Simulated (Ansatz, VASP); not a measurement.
# MgB2 in VASP and in Ansatz

```
Mg B
1.0
     3.07468    0.00000    0.00000
    -1.53734    2.66275    0.00000
     0.00000    0.00000    3.51122
Mg B
1 2
Direct
  0.00000 0.00000 0.00000
  0.33333 0.66667 0.50000
  0.66667 0.33333 0.50000
```

Change from the starting cell: volume scaled by 0.99.

Alike in both runs: task single point; functional PBE; k mesh 12 × 12 × 9; occupations fermi-dirac, width 0.05 eV; no spin polarisation.

```csv
,VASP,Ansatz
version,VASP 6.6.1,Ansatz 0.2.0
potentials or method,"VASP PAW PBE potentials, release 64 (Mg, B), cutoff 520 eV","all-electron LAPW, scalar-relativistic"
```

```csv
,VASP,Ansatz,Ansatz less VASP
pressure (GPa),0.2,0.4,+0.22
largest component of the traceless stress (GPa),0.18,0.02,-0.163
```

Ansatz ran all-electron here, so the differences hold the error of VASP's frozen core and of both bases.
